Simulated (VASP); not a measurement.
Input of a VASP 6.6.1 run:

File INCAR:

```
PREC     = Accurate       # precision mode
ENCUT    = 400            # plane-wave cutoff, eV
EDIFF    = 1E-6           # SCF threshold, eV
ISMEAR   = -1             # smearing method
SIGMA    = 0.05           # smearing width, eV
LREAL    = False          # projectors in reciprocal space
LASPH    = True           # aspherical terms in the spheres
NELM     = 120            # most SCF steps
ALGO     = Normal         # electronic algorithm
ISIF     = 3              # what is computed and relaxed
LWAVE    = False          # write WAVECAR
LCHARG   = False          # write CHGCAR
ISPIN    = 2              # spin polarisation
MAGMOM   = 2 2            # initial moments
LORBIT   = 11             # projections on sites
LMAXMIX  = 4              # l up to which the mixer works
GGA      = PE             # functional
IBRION   = 2              # ionic algorithm
NSW      = 60             # ionic steps
EDIFFG   = -0.01          # ionic threshold
```

File KPOINTS:

```
regular mesh
0
Gamma
  15 15 9
```

The input POSCAR:

```
Co
1.0
    2.5070000000      0.0000000000      0.0000000000
   -1.2535000000      2.1711256873      0.0000000000
    0.0000000000      0.0000000000      4.0690000000
Co
2
Direct
    0.0000000000      0.0000000000      0.0000000000
    0.3333333333      0.6666666667      0.5000000000
```

Potentials or basis: VASP PAW PBE potentials, release 64 (Co).

The run is started by

```sh
$ cat potpaw_PBE.64/Co/POTCAR > POTCAR
$ mpirun -np 1 vasp_std > vasp.out
```

Q: Predict the site moments.

A: Co +1.63 μB.

Q: What does it give for the relaxed volume?

A: 10.80 Å³/atom.

The path:
| step | energy change (eV) | largest force (eV/Å) | pressure (GPa) | volume (Å³) |
| --- | --- | --- | --- | --- |
| 1 | 0.0000 | 0.0000 | -5.14 | 22.15 |
| 2 | 0.0018 | 0.0000 | 6.33 | 21.03 |
| 3 | -0.0092 | 0.0000 | 0.04 | 21.60 |
| 4 | -0.0093 | 0.0000 | 0.00 | 21.61 |
